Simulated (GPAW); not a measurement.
The system is Hg.

```xyz
2
Lattice="3.4618 0.0000 0.0000 -1.7309 2.9980 0.0000 0.0000 0.0000 5.4875" Properties=species:S:1:pos:R:3 pbc="T T T"
Hg    0.0000    1.9987    1.3719
Hg    1.7309    0.9993    4.1157
```

| Quantity | Value |
| --- | --- |
| Program | GPAW 26.7.0 |
| Task | single point |
| Functional | PBE |
| Potentials or basis | GPAW PAW data sets (gpaw-data 1.2.1) |
| Cutoff | 600 eV |
| Basis | pw |
| k mesh | 9 × 9 × 5 |
| Occupations | fermi-dirac, width 0.05 eV |
| Spin | no spin polarisation |

On this cell: pressure 0.7 GPa; largest force under 0.003 eV/Å; band gap on the k mesh none (metal or under the smearing width).

The same run follows on a disturbed copy (atoms moved at random, drawn with an rms of 0.05 Å):

```
CELL_PARAMETERS angstrom
3.46181 0.00000 0.00000
-1.73090 2.99802 0.00000
0.00000 0.00000 5.48755
ATOMIC_POSITIONS crystal
Hg 0.34198 0.67987 0.24162
Hg 0.66938 0.33778 0.75372
```

**Question.** What changes?

**Answer.** The energy (extrapolated to zero smearing) moves by +1.6 meV/atom; pressure 0.7 GPa; largest force 0.098 eV/Å; band gap on the k mesh none (metal or under the smearing width).

Forces on the atoms (eV/Å):
```
Hg   0.000 -0.001  0.098
Hg   0.000  0.001 -0.098
```

Stress tensor (GPa, compression positive):
```
 0.56 -0.01  0.00
-0.01  0.62 -0.01
 0.00 -0.01  1.00
```
